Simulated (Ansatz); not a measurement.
## InSe: experiment and calculation

**The experiment to reproduce.**

From “High Broad‐Band Photoresponsivity of Mechanically Formed InSe–Graphene van der Waals Heterostructures”, 2015, pmc:4768130, for a bulk crystal of InSe: lattice constant a 4.002 Å; lattice constant c 24.961 Å.

“The Interaction of Hydrogen with the van der Waals Crystal γ-InSe”, 2020, pmc:7321205 reports, for a bulk crystal of InSe at 10 K: band gap 1.34 ± 0.002 eV (an exciton energy, a little under the gap).

The results are compared with them further down.

Computed with Ansatz, DFT PBE+D3(BJ), scalar-relativistic, plane waves, PAW.

Cutoff 420 eV; k points 12×12×12 on the computed 4-atom cell (Γ-centred); Gaussian smearing, width 0.02 eV; no spin polarisation.

Relaxed structure, symmetry kept:

```
In Se
1.0
     2.01849    1.16538    8.30272
    -2.01849    1.16538    8.30272
     0.00000   -2.33075    8.30272
In Se
2 2
Direct
  0.99961 0.99961 0.99961
  0.11176 0.11176 0.11176
  0.61472 0.61472 0.61472
  0.82990 0.82990 0.82990
```

| Item | Value |
| --- | --- |
| Space group | R3m (No. 160) |
| Volume per atom | 29.30 Å³ |
| Kohn–Sham band gap | 0.30 eV, direct at T |
| Löwdin character of the top 1 eV of the valence band | Se 4p 69 %, In 5p 20 %, In 5s 7 % |
| Löwdin character of the lowest 1 eV of the conduction band | Se 4p 32 %, In 5s 29 %, In 5p 27 %, Se 4s 9 % |
| Electron masses at the edge by Cartesian direction of the computed cell, whose vectors are (2.018, 1.165, 8.303), (-2.018, 1.165, 8.303), (0.000, -2.331, 8.303) Å (m_e; degenerate bands sorted by energy; no spin-orbit coupling) | x: 0.11; y: 0.11; z: 0.039 |
| Hole masses at the edge by Cartesian direction of the computed cell, whose vectors are (2.018, 1.165, 8.303), (-2.018, 1.165, 8.303), (0.000, -2.331, 8.303) Å (m_e; degenerate bands sorted by energy; no spin-orbit coupling) | x: 4.6; y: 4.6; z: 0.038 |
| Bader charges (e) | In (1 in the cell) 0.69, In (1 in the cell) 0.69, Se (1 in the cell) -0.69, Se (1 in the cell) -0.69 |

Measured lattice constant a of InSe: 4.002 Å (the paper above). This calculation gives 4.037 Å (+0.9 %). A measured lattice constant c of InSe is 24.961 Å (the paper above); the calculated 24.908 Å misses it by -0.2 %. The calculation is for 0 K without zero-point motion. A measured band gap of InSe is 1.34 eV (an exciton energy, a little under the gap; 10 K; the paper above); the calculated 0.30 eV misses it by -1.04 eV. So large a miss may mean another phase, state or a wrong row. 2 values of this kind are on record (1.25 to 1.34 eV); this one was drawn at random, those with a stated uncertainty first. Kohn–Sham gaps of semilocal functionals fall short of measured ones as a rule; spin-orbit coupling, left out here, would usually lower the calculated gap of a compound with heavy elements.